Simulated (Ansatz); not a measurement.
# Sb (Pm-3m) in Ansatz: relaxation of cell and atoms with PBEsol

Aim: the relaxation of cell and atoms of Sb with PBEsol.

All numbers are computed with Ansatz 0.2.0; they aren't measurements. Logs are shortened: lines on timing, memory, paths and dates and some standing lists are left out, and cuts for length are marked.

### Step 1. The cell of the first run

It takes space group Pm-3m (No. 221, cubic). The conventional cell has a = 3.117 Å, b = 3.117 Å, c = 3.117 Å, α = 90.00°, β = 90.00°, γ = 90.00°. Sb (site symmetry m-3m) has 6 Sb at 3.12 Å as nearest neighbours.

This isn't the form of Sb at room conditions, which is rhombohedral.

### Step 2. Relaxation of cell and atoms, PBEsol (volume scaled by 0.96)

Input file input.yaml:

```yaml
crystal:
  lattice:
    - [3.11729206, 0.0, 0.0]
    - [0.0, 3.11729206, 0.0]
    - [0.0, 0.0, 3.11729206]
  atoms:
    - { symbol: Sb, position: [0.0, 0.0, 0.0] }
kpoints:
  mp_grid: { grid: [9, 9, 9] }
scf:
  occupations: { method: fermi_dirac, width: 0.05 }
hamiltonian:
  xc: pbesol
  pseudopotentials: { kind: all_electron, lapw: { basis_error: 0.001 } }
output:
  forces: true
  stress: true
relax:
  f_tol: 0.01
  max_steps: 60
  cell: {}
```

Potentials or basis: all-electron LAPW, scalar-relativistic.

On the command line:

```sh
ansatz run input.yaml --threads 1 --pin off --max-ram 3072MiB --backend cpu --events-out ev --progress --plain --runs-dir out
```

The program printed:

```text
Warning: RAYON_NUM_THREADS=1 ignored (pool sized by the plan → 1); use --threads N
The last accepted step is kept in <dir> (removed where the run ends without a failure and the disk answers)
LAPW: plane waves up to 7.381 Å⁻¹, error target 1.0e-3 eV per atom; small_component_spin mean_spin; Sb in spheres of 1.512 Å, 23 of its electrons in bands, Dirac shells [] (how accurate: hamiltonian.pseudopotentials.lapw.basis_error, Limitations)
Engine: ansatz 0.2.0, x86_64-unknown-linux-gnu
Pseudopotentials: kind: all_electron
Pseudopotential: Sb, LAPW, valence charge 23, lapw/all_electron/scalar/gaussian/Sb, Koelling and Harmon's equation, gaussian nucleus
Functional definition: PBEsol
  exchange = pbesol_x
  correlation = pbesol_c
Crystal: 1 atoms, lattice volume = 30.292 Å³
Basis set: ecut = 207.5890497765794 eV, 203 PW (Γ), exchange–correlation at level 2
Bands: 16, of which v1, the nominal top of the filled ones, is band 12 counted from 1 (11 counted from 0)
Symmetry: 48 space group operations
Space group: Pm-3m (ITA 221), of the structure as read, at distance tolerance 3.1e-5 Å
k-points: 35 of 729
Non-local potential: Sb, projectors of the file, none
Initial density: superposition of atomic densities (chi_scale 0.1, normalization cell)
Initial wavefunctions: plane waves of lowest kinetic energy (no species holds an atomic orbital)
Functional: x = pbesol(κ = 0.804, μ = 0.12345679012345678), c = pbesol(β = 0.046)
iter 1 solved again at ethr=6.61e-5 eV; its pass at ethr=1.00e-1 eV (dr2=1.52e-2 eV) is discarded
SCF iter   1: F=—  HF=-176291.774870 eV  |F-HF|=—  |Δ(HF+E_count)|=         —  Δρ=8.87e-3  dr2=1.53e-2  ethr=6.61e-5  ⟨swp⟩=3.2  Hψ=3916  notcnv=0
preconditioner: auto → LDOS  [metal: Δε(μ)=0.018 eV  Ē_g=12.079 eV  σ=0.050 eV  W_gap=0.09  n_scr=6 (ndim 8)  ℏωp=15.1 eV  f_vac=0.020  D(μ)=0.78/eV (n_scr^D=6)  β→1.0]
iter 2 solved again at ethr=1.74e-6 eV; its pass at ethr=6.61e-5 eV (dr2=4.00e-4 eV) is discarded
SCF iter   2: F=—  HF=-176291.772356 eV  |F-HF|=—  |Δ(HF+E_count)|=   2.51e-3  Δρ=1.80e-3  dr2=4.01e-4  ethr=1.74e-6  ⟨swp⟩=2.0  Hψ=2666  notcnv=0
SCF iter   3: F=—  HF=-176291.771738 eV  |F-HF|=—  |Δ(HF+E_count)|=   6.18e-4  Δρ=4.67e-4  dr2=3.32e-5  ethr=1.74e-6  ⟨swp⟩=2.3  Hψ=1574  notcnv=0
SCF iter   4: F=—  HF=-176291.770859 eV  |F-HF|=—  |Δ(HF+E_count)|=   8.79e-4  Δρ=1.31e-4  dr2=3.72e-6  ethr=1.44e-7  ⟨swp⟩=2.0  Hψ=1560  notcnv=0
SCF iter   5: F=—  HF=-176291.770729 eV  |F-HF|=—  |Δ(HF+E_count)|=   1.30e-4  Δρ=3.04e-5  dr2=2.45e-7  ethr=1.62e-8  ⟨swp⟩=2.8  Hψ=1613  notcnv=0
SCF iter   6: F=—  HF=-176291.770723 eV  |F-HF|=—  |Δ(HF+E_count)|=   6.23e-6  Δρ=4.55e-6  dr2=8.20e-9  ethr=1.07e-9  ⟨swp⟩=2.8  Hψ=1607  notcnv=0
SCF iter   7: F=-176291.770723 eV  HF=-176291.770723 eV  |F-HF|=4.66e-10  |Δ(HF+E_count)|=   6.18e-8  Δρ=5.40e-7  dr2=1.60e-10  ethr=3.57e-11  ⟨swp⟩=3.0  Hψ=1617  notcnv=0
SCF 1 converged in 7 iterations: F = -176291.770723 eV  dr2 = 1.60e-10
relax step   1: F+E_penalty+E_count = -176291.77072280 eV  Δ(F+E_penalty+E_count) = +0.000e0 eV  max|allowed force component| = 0.000e0 eV/Å  Δτ_max = 0.0000 Å  P = -3.190 GPa  Ω = 30.292 Å³  (7 SCF iters, accepted)
Crystal: 1 atoms, lattice volume = 27.833 Å³
Basis set: ecut = 219.64380572903667 eV, 203 PW (Γ), exchange–correlation at level 2
Initial density: handed on by an earlier stage of this run
Initial wavefunctions: those handed on with the density
iter 1 solved again at ethr=2.59e-6 eV; its pass at ethr=1.00e-1 eV (dr2=5.96e-4 eV) is discarded
SCF iter   1: F=—  HF=-176291.786580 eV  |F-HF|=—  |Δ(HF+E_count)|=         —  Δρ=1.11e-3  dr2=6.14e-4  ethr=2.59e-6  ⟨swp⟩=4.6  Hψ=3174  notcnv=0
preconditioner: auto → none  [insulator: Δε(μ)=0.176 eV  Ē_g=12.611 eV  σ=0.050 eV  W_gap=0.70  n_scr=6 (ndim 8)  ℏωp=15.7 eV  f_vac=0.020  D(μ)=0.56/eV (n_scr^D=0)  ε∞_Penn≈2.6]
SCF iter   2: F=—  HF=-176291.786477 eV  |F-HF|=—  |Δ(HF+E_count)|=   1.03e-4  Δρ=4.80e-4  dr2=1.14e-4  ethr=2.59e-6  ⟨swp⟩=2.0  Hψ=1560  notcnv=0
iter 3 solved again at ethr=4.90e-9 eV; its pass at ethr=4.95e-7 eV (dr2=1.13e-6 eV) is discarded
SCF iter   3: F=—  HF=-176291.786470 eV  |F-HF|=—  |Δ(HF+E_count)|=   7.33e-6  Δρ=4.77e-5  dr2=1.12e-6  ethr=4.90e-9  ⟨swp⟩=2.0  Hψ=2665  notcnv=0
SCF iter   4: F=-176291.786468 eV  HF=-176291.786468 eV  |F-HF|=3.99e-8  |Δ(HF+E_count)|=   1.42e-6  Δρ=1.25e-5  dr2=3.97e-8  ethr=4.86e-9  ⟨swp⟩=2.0  Hψ=1560  notcnv=0
SCF 2 converged in 4 iterations: F = -176291.786468 eV  dr2 = 3.97e-8
relax step   2: F+E_penalty+E_count = -176291.78646816 eV  Δ(F+E_penalty+E_count) = -1.575e-2 eV  max|allowed force component| = 0.000e0 eV/Å  Δτ_max = 0.0000 Å  P = +1.545 GPa  Ω = 27.833 Å³  (4 SCF iters, accepted)
Crystal: 1 atoms, lattice volume = 28.591 Å³
Basis set: ecut = 215.74678623485153 eV, 203 PW (Γ), exchange–correlation at level 2
iter 1 solved again at ethr=2.08e-7 eV; its pass at ethr=1.00e-1 eV (dr2=4.78e-5 eV) is discarded
SCF iter   1: F=—  HF=-176291.789563 eV  |F-HF|=—  |Δ(HF+E_count)|=         —  Δρ=3.45e-4  dr2=6.13e-5  ethr=2.08e-7  ⟨swp⟩=4.5  Hψ=3198  notcnv=0
preconditioner: auto → none  [insulator: Δε(μ)=0.141 eV  Ē_g=12.441 eV  σ=0.050 eV  W_gap=0.60  n_scr=6 (ndim 8)  ℏωp=15.5 eV  f_vac=0.024  D(μ)=0.66/eV (n_scr^D=0)  ε∞_Penn≈2.6]
SCF iter   2: F=—  HF=-176291.789553 eV  |F-HF|=—  |Δ(HF+E_count)|=   9.92e-6  Δρ=1.49e-4  dr2=1.15e-5  ethr=2.08e-7  ⟨swp⟩=2.0  Hψ=1560  notcnv=0
iter 3 solved again at ethr=4.89e-10 eV; its pass at ethr=4.98e-8 eV (dr2=1.12e-7 eV) is discarded
SCF iter   3: F=—  HF=-176291.789553 eV  |F-HF|=—  |Δ(HF+E_count)|=   7.17e-7  Δρ=1.46e-5  dr2=1.11e-7  ethr=4.89e-10  ⟨swp⟩=2.0  Hψ=2665  notcnv=0
SCF iter   4: F=-176291.789553 eV  HF=-176291.789553 eV  |F-HF|=3.61e-9  |Δ(HF+E_count)|=   1.43e-7  Δρ=3.77e-6  dr2=3.91e-9  ethr=4.84e-10  ⟨swp⟩=2.0  Hψ=1560  notcnv=0
SCF 3 converged in 4 iterations: F = -176291.789553 eV  dr2 = 3.91e-9
relax step   3: F+E_penalty+E_count = -176291.78955259 eV  Δ(F+E_penalty+E_count) = -3.084e-3 eV  max|allowed force component| = 0.000e0 eV/Å  Δτ_max = 0.0000 Å  P = -0.188 GPa  Ω = 28.591 Å³  (4 SCF iters, accepted)
Crystal: 1 atoms, lattice volume = 28.506 Å³
Basis set: ecut = 216.17209876365476 eV, 203 PW (Γ), exchange–correlation at level 2
iter 1 solved again at ethr=2.24e-9 eV; its pass at ethr=1.00e-1 eV (dr2=5.14e-7 eV) is discarded
SCF iter   1: F=—  HF=-176291.789605 eV  |F-HF|=—  |Δ(HF+E_count)|=         —  Δρ=3.65e-5  dr2=6.70e-7  ethr=2.24e-9  ⟨swp⟩=5.4  Hψ=3182  notcnv=0
preconditioner: auto → none  [insulator: Δε(μ)=0.147 eV  Ē_g=12.460 eV  σ=0.050 eV  W_gap=0.62  n_scr=6 (ndim 8)  ℏωp=15.6 eV  f_vac=0.024  D(μ)=0.65/eV (n_scr^D=0)  ε∞_Penn≈2.6]
SCF iter   2: F=—  HF=-176291.789605 eV  |F-HF|=—  |Δ(HF+E_count)|=   1.50e-7  Δρ=1.55e-5  dr2=1.20e-7  ethr=2.24e-9  ⟨swp⟩=2.0  Hψ=1560  notcnv=0
iter 3 solved again at ethr=5.45e-12 eV; its pass at ethr=5.23e-10 eV (dr2=1.25e-9 eV) is discarded
SCF iter   3: F=-176291.789605 eV  HF=-176291.789605 eV  |F-HF|=3.58e-9  |Δ(HF+E_count)|=   1.72e-8  Δρ=1.55e-6  dr2=1.25e-9  ethr=5.45e-12  ⟨swp⟩=2.0  Hψ=2665  notcnv=0
SCF 4 converged in 3 iterations: F = -176291.789605 eV  dr2 = 1.25e-9
relax step   4: F+E_penalty+E_count = -176291.78960507 eV  Δ(F+E_penalty+E_count) = -5.248e-5 eV  max|allowed force component| = 0.000e0 eV/Å  Δτ_max = 0.0000 Å  P = -0.010 GPa  Ω = 28.506 Å³  (3 SCF iters, accepted)
iter 1 solved again at ethr=5.42e-12 eV; its pass at ethr=1.00e-1 eV (dr2=1.25e-9 eV) is discarded
SCF iter   1: F=—  HF=-176291.789606 eV  |F-HF|=—  |Δ(HF+E_count)|=         —  Δρ=1.55e-6  dr2=1.24e-9  ethr=5.42e-12  ⟨swp⟩=3.9  Hψ=2893  notcnv=0
SCF iter   2: F=-176291.789606 eV  HF=-176291.789606 eV  |F-HF|=2.91e-10  |Δ(HF+E_count)|=  5.53e-10  Δρ=6.38e-7  dr2=1.91e-10  ethr=5.41e-12  ⟨swp⟩=2.0  Hψ=1560  notcnv=0
SCF 5 converged in 2 iterations: F = -176291.789606 eV  dr2 = 1.91e-10
relax step   5: F+E_penalty+E_count = -176291.78960577 eV  Δ(F+E_penalty+E_count) = -6.995e-7 eV  max|allowed force component| = 0.000e0 eV/Å  Δτ_max = 0.0000 Å  P = -0.010 GPa  Ω = 28.506 Å³  stress off target by 1.03e-2 GPa  SCF on the basis re-selected at this cell (its energy is not comparable with the rows above)  (2 SCF iters)
basis re-selected at this cell: Δ(F+E_penalty+E_count) = -6.995e-7 eV, ΔP = +0.000 GPa vs the last step (what re-selecting the basis moved, after the strain that the cell walked since its last selection, with what the two solves' SCF thresholds leave and, on support functions, any second-order correction that the steps lacked; it is no measure of the basis error at this ecutwfc). This SCF's stress stands 1.03e-2 GPa from its target on what of the cell is left free (relax.cell.stress_tol is 5.00e-2 GPa) and its largest allowed force component is 0.00e0 eV/Å (relax.f_tol is 1.00e-2 eV/Å): within both
SCF converged after 2 iterations
Free energy (F): -176291.789606 eV
Harris-Foulkes:  -176291.789606 eV  (|F-HF|=2.91e-10)
Internal energy: -176291.784189 eV  (E = F + TS)
E sigma→0 (E₀):  -176291.786897 eV
Entropy (-TS):   -0.005417 eV (-5.417 meV/atom)
Fermi energy:    13.461261 eV
--- Per-component energies (eV) ---
  E_band       = -881.782344
  E_kinetic    = 185776.158494
  E_xc         = -4566.467919
  E_electrostatic = -357501.474764  (all electrons and nuclei)
  E_smearing   = -0.005417  (= −TS)
  E_closure    = 0.000000  (closes the sum)
  E_atoms      = -176287.264445  (free atoms, spherical and without spin; not in F)
  Σ components = -176291.789606   (vs F -176291.789606, Δ=0.00e0)
  Basis errors (estimates in eV, not in F): energy 3.7e-4 per atom: plane waves 3.6e-4 (2.0e-4 summed), levels above the bands 1.3e-44, relativity 1.1e-8, radial functions 5.9e-6, core shells 2.1e-9; eigenvalues (radial functions only) 2.9e-6; not estimated: angular momenta, meshes, grids; target (lapw.basis_error) 1.0e-3; muffin-tin radii Sb 1.482 Å
--- Forces (eV/Å), atoms counted from 1 ---
  atom   1  Sb    -0.00000000     0.00000000     0.00000000
  max |Σ_I F_I| component: 4.93e-32 eV/Å
--- Stress (GPa, compression-positive) ---
       -0.010322       0.000000      -0.000000
        0.000000      -0.010322       0.000000
       -0.000000       0.000000      -0.010322
  P = ⅓ Tr σ = -0.0103 GPa (-0.103 kbar)
--- Relaxed structure (4 steps of the walk, 4 accepted, 1 SCFs on fresh bases) ---
  F+E_penalty+E_count = -176291.78960577 eV   max|allowed force component| = 0.000e0 eV/Å   (the final SCF, on the basis selected at the relaxed cell)
  cell:  # Å, volume = 28.5062 Å³
    - [3.054779688772755, -4.333342374871281e-34, -5.135813185032629e-34]
    - [-4.333342374871281e-34, 3.054779688772755, 0.0]
    - [5.135813185032629e-34, 0.0, 3.054779688772755]
  atoms:
    - { symbol: Sb, position: [0.0, 0.0, 0.0] }
```

Run time: 12 s. Hardware: 1 thread of Intel Xeon at 2.70GHz, shared host; peak memory 0.28 GiB.

Results:

```
Free energy                            : -176291.7896 eV
Relaxed volume                         : 28.51 Å³/atom
Relaxed cell                           : a = 3.055 Å, b = 3.055 Å, c = 3.055 Å, α = 90.00°, β = 90.00°, γ = 90.00°
Space group after relaxing (to 0.05 Å) : Pm-3m (No. 221)
Energy gained by relaxing              : 18.9 meV/atom
Ionic steps                            : 5
Pressure after relaxing                : 0.0 GPa
```

Step by step:
```tsv
step	energy change (eV)	largest force (eV/Å)	volume (Å³)
1	0.0000	0.0000	30.29
2	-0.0157	0.0000	27.83
3	-0.0188	0.0000	28.59
4	-0.0189	0.0000	28.51
5	-0.0189	0.0000	28.51
```

Final structure:
```
Sb
1.0
     3.05478    0.00000    0.00000
     0.00000    3.05478    0.00000
     0.00000    0.00000    3.05478
Sb
1
Cartesian
  0.0000 0.0000 0.0000
```
